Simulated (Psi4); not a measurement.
# CHF3 (trifluoromethane) at 6 levels

We compute a comparison of 6 runs (B3LYP/def2-SVPD, BLYP/def2-SVPD, M06-L/def2-SVPD, PBE/def2-SVPD, r2SCAN/def2-SVPD, revPBE/def2-SVPD) of CHF3 (trifluoromethane). 

The calculation is run with Psi4 1.11.

3 further runs of the same task are left out: 3 set aside as unsound or not needed.

## (1) The system as given

CHF3: 5 atoms, total charge 0, spin state singlet. SMILES: `FC(F)F`. The C2–H5 distance was set to 2.404 Å, away from the relaxed value. At this shape a bond of the SMILES string is far longer than usual.

Bond lengths: F1–C2 1.331 Å, C2–F3 1.331 Å, C2–F4 1.331 Å. Angles: F1–C2–F3 108.5°, F1–C2–F4 108.5°, F3–C2–F4 108.5°.

## (2) Energy and gradient at B3LYP/def2-SVPD (run 1)

Input file calc.dat:

```
memory 2200 MB

molecule molecule1 {
  F     -1.094483    -1.560688     0.930334
  C     -0.406333    -1.174628    -0.142036
  F      0.621517    -2.004758    -0.306326
  F     -1.198403    -1.266078    -1.208276
  H      0.374370     1.082210     0.130870
  symmetry c1
  no_reorient
  no_com
}

set {
  reference rks
  puream true
  e_convergence 1e-09
  d_convergence 1e-08
  scf_type pk
  dft_radial_points 99
  dft_spherical_points 590
}

e_tot, wfn = gradient("b3lyp/def2-SVPD", return_wfn=True)
oeprop(wfn, "QUADRUPOLE", "LOWDIN_CHARGES", "WIBERG_LOWDIN_INDICES")
print_variables()
```

Command:

```sh
psi4 -n 1 calc.dat calc.out
```

calc.out:

```text
[...]
  Running in c1 symmetry.
[...]
  Nuclear repulsion =  129.774981684903366
[...]
  Multiplicity = 1
[...]
  Nalpha       = 17
  Nbeta        = 17
[...]
    Number of basis functions: 97
[...]
   @RKS iter   1:  -337.74609708857906   -1.61532e-01   5.03885e-03 DIIS/ADIIS
[...]
   @RKS iter  11:  -337.82768424544184   -6.87805e-12   6.97397e-09 DIIS
[...]
  @RKS Final Energy:  -337.82768424544184
   => Energetics <=
    Nuclear Repulsion Energy =            129.7749816849033664
    One-Electron Energy =                -725.8053239809370325
    Two-Electron Energy =                 288.0263832154464012
    DFT Exchange-Correlation Energy =     -29.8237251648545367
    Empirical Dispersion Energy =           0.0000000000000000
    VV10 Nonlocal Energy =                  0.0000000000000000
    Total Energy =                       -337.8276842454418443
[...]
  -Total Gradient:
     Atom            X                  Y                   Z
    ------   -----------------  -----------------  -----------------
       1       -0.007949711617    -0.014634914874     0.004086227412
       2       -0.000935819841    -0.002710547127    -0.000321582432
       3        0.001026256836    -0.016957029428    -0.002378431992
       4       -0.008508351999    -0.013081467892    -0.007094361058
       5        0.016383459795     0.047361819929     0.005726777301
[...]
 Multipole Moments:
 ------------------------------------------------------------------------------------
     Multipole            Electronic (a.u.)      Nuclear  (a.u.)        Total (a.u.)
 ------------------------------------------------------------------------------------
 L = 1.  Multiply by 2.5417464519 to convert [e a0] to [Debye]
 Dipole X            :         32.3833490          -32.3255587            0.0577902
 Dipole Y            :         93.6126243          -93.4455850            0.1670393
 Dipole Z            :         11.3203268          -11.3001049            0.0202218
 Magnitude           :                                                    0.1779066
 L = 2.  Multiply by 1.3450342976 to convert [e a0^2] to [Debye ang]
 Quadrupole XX       :       -117.9554437          101.1107991          -16.8446446
 Quadrupole XY       :        -75.0417241           75.2913684            0.2496443
[...]
```

Run time: 16 s. Hardware: 1 thread of Intel Xeon Platinum 8375C at 2.90GHz (Ice Lake), shared host; peak memory 1.1 GiB.

## (3) Energy and gradient at BLYP/def2-SVPD (run 2)

Input file chf3.dat:

```
memory 2200 MB

molecule {
  0 1
  F     -1.094483    -1.560688     0.930334
  C     -0.406333    -1.174628    -0.142036
  F      0.621517    -2.004758    -0.306326
  F     -1.198403    -1.266078    -1.208276
  H      0.374370     1.082210     0.130870
  symmetry c1
}

set {
  puream               true
  e_convergence        1e-09
  d_convergence        1e-08
  scf_type             pk
  dft_radial_points    99
  dft_spherical_points 590
}

gradient("blyp/def2-SVPD")
print_variables()
```

Command:

```sh
psi4 -n 1 chf3.dat chf3.out
```

chf3.out:

```text
[...]
  Running in c1 symmetry.
[...]
  Nuclear repulsion =  129.774981684903338
[...]
  Multiplicity = 1
[...]
  Nalpha       = 17
  Nbeta        = 17
[...]
    Number of basis functions: 97
[...]
   @RKS iter   1:  -337.71229657303195   -5.82692e-02   5.35552e-03 DIIS/ADIIS
[...]
   @RKS iter  13:  -337.81257722306282    1.13687e-13   4.17390e-09 DIIS
[...]
    Orbital Energies [Eh]
    ---------------------
    Doubly Occupied:
       1A    -24.379020     2A    -24.378993     3A    -24.378990
       4A    -10.216002     5A     -1.231573     6A     -1.143331
       7A     -1.143328     8A     -0.649197     9A     -0.565790
      10A     -0.565789    11A     -0.517686    12A     -0.442857
      13A     -0.442855    14A     -0.407550    15A     -0.407549
      16A     -0.384900    17A     -0.263276
[...]
  @RKS Final Energy:  -337.81257722306282
   => Energetics <=
    Nuclear Repulsion Energy =            129.7749816849033380
    One-Electron Energy =                -725.6693772553014696
    Two-Electron Energy =                 294.9424242015712139
    DFT Exchange-Correlation Energy =     -36.8606058542358852
    Empirical Dispersion Energy =           0.0000000000000000
    VV10 Nonlocal Energy =                  0.0000000000000000
    Total Energy =                       -337.8125772230628172
[...]
 Multipole Moments:
 ------------------------------------------------------------------------------------
     Multipole            Electronic (a.u.)      Nuclear  (a.u.)        Total (a.u.)
 ------------------------------------------------------------------------------------
 L = 1.  Multiply by 2.5417464519 to convert [e a0] to [Debye]
 Dipole X            :         -0.9261212            0.9475479            0.0214267
 Dipole Y            :         -2.6772025            2.7391234            0.0619209
 Dipole Z            :         -0.3237303            0.3312409            0.0075105
 Magnitude           :                                                    0.0659523
[...]
  -Total Gradient:
     Atom            X                  Y                   Z
    ------   -----------------  -----------------  -----------------
       1        0.000880600993    -0.010544879536    -0.010374819951
       2       -0.003666476752    -0.010603502932    -0.001276228016
       3       -0.013078083989    -0.006931517562    -0.000310702762
       4        0.001708272125    -0.012926487667     0.007030168559
       5        0.014175384895     0.040978704592     0.004954929280
[...]
```

Wall time 16 s (1 thread of Intel Xeon Platinum 8375C at 2.90GHz (Ice Lake), shared host); peak memory 1.1 GiB.

Runs 3 to 5 aren't shown in full; the table further down has their settings and results.

## (4) The energy at revPBE/def2-SVPD (run 6)

Input file calc.in:

```
memory 2200 MB

molecule mol {
  0 1
  F     -1.094483    -1.560688     0.930334
  C     -0.406333    -1.174628    -0.142036
  F      0.621517    -2.004758    -0.306326
  F     -1.198403    -1.266078    -1.208276
  H      0.374370     1.082210     0.130870
  symmetry c1
  no_reorient
  no_com
}

set {
  basis def2-SVPD
  puream true
  e_convergence 1e-09
  d_convergence 1e-08
  scf_type pk
  dft_radial_points 99
  dft_spherical_points 590
}

e_tot, wfn = energy('revpbe', return_wfn=True)
oeprop(wfn, 'MAYER_INDICES', 'DIPOLE', 'LOWDIN_CHARGES', title='REVPBE')
print_variables()
```

Command:

```sh
psi4 -n 1 calc.in calc.out
```

calc.out:

```text
[...]
  Running in c1 symmetry.
[...]
  Nuclear repulsion =  129.774981684903366
[...]
  Multiplicity = 1
[...]
  Nalpha       = 17
  Nbeta        = 17
[...]
    Number of basis functions: 97
[...]
   @RKS iter   1:  -337.65466316444315   -7.99219e-02   4.79470e-03 DIIS/ADIIS
[...]
   @RKS iter  13:  -337.73670197357592   -2.05773e-11   8.65882e-10 DIIS
[...]
    Orbital Energies [Eh]
    ---------------------
    Doubly Occupied:
       1A    -24.358934     2A    -24.358910     3A    -24.358907
       4A    -10.196152     5A     -1.239471     6A     -1.150799
       7A     -1.150795     8A     -0.654473     9A     -0.568204
      10A     -0.568204    11A     -0.518704    12A     -0.443061
      13A     -0.443060    14A     -0.407469    15A     -0.407468
      16A     -0.384851    17A     -0.262953
[...]
  @RKS Final Energy:  -337.73670197357592
   => Energetics <=
    Nuclear Repulsion Energy =            129.7749816849033664
    One-Electron Energy =                -725.6323639014015043
    Two-Electron Energy =                 294.8960692388043867
    DFT Exchange-Correlation Energy =     -36.7753889958822171
    Empirical Dispersion Energy =           0.0000000000000000
    VV10 Nonlocal Energy =                  0.0000000000000000
    Total Energy =                       -337.7367019735759186
[...]
 Multipole Moments:
 ------------------------------------------------------------------------------------
     Multipole            Electronic (a.u.)      Nuclear  (a.u.)        Total (a.u.)
 ------------------------------------------------------------------------------------
 L = 1.  Multiply by 2.5417464519 to convert [e a0] to [Debye]
 Dipole X            :         32.3347367          -32.3255587            0.0091780
 Dipole Y            :         93.4721007          -93.4455850            0.0265158
 Dipole Z            :         11.3033308          -11.3001049            0.0032259
 Magnitude           :                                                    0.0282441
[...]
```

It took 13 s on 1 thread of Intel Xeon Platinum 8375C at 2.90GHz (Ice Lake), shared host; peak memory 1.1 GiB.

## (5) All runs side by side

```
run             level      task  energy (Eh)  dipole moment (D)  HOMO energy (eV)  LUMO energy (eV)  wall time
  1   B3LYP/def2-SVPD  gradient  -337.827684               0.45             -8.21             -4.59       16 s
  2    BLYP/def2-SVPD  gradient  -337.812577               0.17             -7.16             -4.97       16 s
  3   M06-L/def2-SVPD  gradient  -337.779423               0.26             -7.43             -4.92       38 s
  4     PBE/def2-SVPD  gradient  -337.521102               0.18             -7.20             -4.95       18 s
  5  r2SCAN/def2-SVPD  gradient  -337.681626               0.21             -7.46             -4.98       43 s
  6  revPBE/def2-SVPD    energy  -337.736702               0.07             -7.16             -4.92       13 s
```

## (6) What came out

| quantity | value |
| --- | --- |
| run 6: total energy | -337.73670 Eh |
| run 6: dipole moment | 0.07 D |
| run 6: HOMO energy | -7.16 eV |
| run 6: LUMO energy | -4.92 eV |
| run 6: HOMO–LUMO gap | 2.24 eV |

What this shows: The dipole moment (its size) runs from 0.07 D (revPBE/def2-SVPD) to 0.45 D (B3LYP/def2-SVPD). The HOMO–LUMO gap runs from 2.19 eV (BLYP/def2-SVPD) to 3.62 eV (B3LYP/def2-SVPD). Totals of different functionals can't be ranked against each other. In runs 1, 2, 3, 4, 5, 6 a closed-shell determinant meets a far-stretched bond, which it describes badly. All runs together took 2.4 min, the longest 43 s.
